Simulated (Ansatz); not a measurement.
# NaF: the cost of one run

Program: Ansatz 0.2.0. Level of theory: DFT PBE, scalar-relativistic, plane waves, PAW. These are calculated values, not measurements.

## (1) The system as given

Symmetry: P4/mmm, No. 123, tetragonal system. Conventional cell: a = 3.286 Å, b = 3.286 Å, c = 29.293 Å, α = 90.00°, β = 90.00°, γ = 90.00°. Na (site symmetry 4mm) is surrounded by 5 F at 2.32 Å. Around F (site symmetry 4mm) lie 5 Na at 2.32 Å. Na (site symmetry 4mm) has 6 F at 2.32 Å as nearest neighbours. Around F (site symmetry 4mm) lie 6 Na at 2.32 Å. Around Na (site symmetry 4/mmm) lie 6 F at 2.32 Å. F (site symmetry 4/mmm) is surrounded by 6 Na at 2.32 Å.

As a file:

```cif
data_structure
_symmetry_space_group_name_H-M 'P4/mmm'
_symmetry_Int_Tables_number 123
_cell_length_a 3.2856
_cell_length_b 3.2856
_cell_length_c 29.2932
_cell_angle_alpha 90.000
_cell_angle_beta 90.000
_cell_angle_gamma 90.000
_cell_volume 316.23
loop_
_atom_site_label
_atom_site_type_symbol
_atom_site_symmetry_multiplicity
_atom_site_Wyckoff_symbol
_atom_site_fract_x
_atom_site_fract_y
_atom_site_fract_z
_atom_site_occupancy
Na1 Na 2 h 0.50000 0.50000 0.34138 1
F1 F 2 g 0.00000 0.00000 0.34138 1
Na2 Na 2 g 0.00000 0.00000 0.42069 1
F2 F 2 h 0.50000 0.50000 0.42069 1
Na3 Na 1 d 0.50000 0.50000 0.50000 1
F3 F 1 b 0.00000 0.00000 0.50000 1
```

Slab cut from the bulk at the bulk's listed lattice constants, lower half held.

## (2) Relaxing the atoms

input.yaml reads:

```yaml
crystal:
  lattice:
    - [3.28564237, 0.0, 0.0]
    - [0.0, 3.28564237, 0.0]
    - [0.0, 0.0, 29.2931997716]
  atoms:
    - { symbol: Na, position: [0.5, 0.5, 0.3413761582] }
    - { symbol: F, position: [0.0, 0.0, 0.3413761582] }
    - { symbol: Na, position: [0.0, 0.0, 0.4206880745] }
    - { symbol: F, position: [0.5, 0.5, 0.4206880745] }
    - { symbol: Na, position: [0.5, 0.5, 0.5] }
    - { symbol: F, position: [0.0, 0.0, 0.5] }
    - { symbol: Na, position: [0.0, 0.0, 0.5793119255] }
    - { symbol: F, position: [0.5, 0.5, 0.5793119255] }
    - { symbol: Na, position: [0.5, 0.5, 0.6586238418] }
    - { symbol: F, position: [0.0, 0.0, 0.6586238418] }
basis:
  ecutwfc: 600.0
  fft_grid_basis: typed
kpoints:
  mp_grid: { grid: [8, 8, 1] }
hamiltonian:
  xc: pbe
  pseudopotentials: { kind: paw }
scf:
  occupations: { method: gaussian, width: 0.05 }
output:
  forces: true
  eigenvalues: true
efield:
  axis: 3
  dipole_correction: true
  ramp_width: 0.04
relax:
  adjacent_minimum: "off"
  f_tol: 0.04
  max_steps: 40
  constraints: [{ sites: [0, 1, 2, 3] }]
```

Launch:

```
$ ansatz run input.yaml --threads 1 --pin off --max-ram 2211MiB --backend cpu --events-out ev --progress --plain --runs-dir out
```

Q: Estimate wall time and peak memory on 1 thread of Arm Neoverse N1, shared host.

About 3.6 min, with a peak of 0.67 GiB.
